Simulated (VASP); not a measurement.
Crystal: Al2Pt.

```
Pt Al
1.0
     0.00000    2.95500    2.95500
     2.95500    0.00000    2.95500
     2.95500    2.95500    0.00000
Pt Al
1 2
Direct
  0.00000 0.00000 0.00000
  0.75000 0.75000 0.75000
  0.25000 0.25000 0.25000
```

- Program: VASP 6.6.1
- Task: single point
- Functional: PBEsol
- Potentials or basis: VASP PAW PBE potentials, release 64 (Pt, Al)
- Cutoff: 520 eV
- k mesh: 8 × 8 × 8
- Occupations: fermi-dirac, width 0.05 eV
- Spin: no spin polarisation

On this cell: pressure -1.0 GPa; largest force zero by symmetry; band gap on the k mesh none (metal or under the smearing width).

The same run follows on a disturbed copy (atoms moved at random, drawn with an rms of 0.05 Å):

```
Pt Al
1.0
     0.00000    2.95500    2.95500
     2.95500    0.00000    2.95500
     2.95500    2.95500    0.00000
Pt Al
1 2
Cartesian
  -0.0611 0.0180 -0.0098
  4.4234 4.4254 4.4543
  1.4931 1.4997 1.4770
```

Problem. What does the disturbed cell give?

Solution. The energy (extrapolated to zero smearing) moves by +7.8 meV/atom; pressure -0.7 GPa; largest force 0.563 eV/Å; band gap on the k mesh none (metal or under the smearing width).

Forces on the atoms (eV/Å):
```
Pt   0.538 -0.075  0.151
Al  -0.160  0.141 -0.161
Al  -0.378 -0.066  0.011
```

Stress tensor (GPa, compression positive):
```
-0.82  0.49 -0.60
 0.49 -0.64 -0.64
-0.60 -0.64 -0.67
```

Caveats: the PAW data sets were made with another functional, which shifts forces and pressure a little.
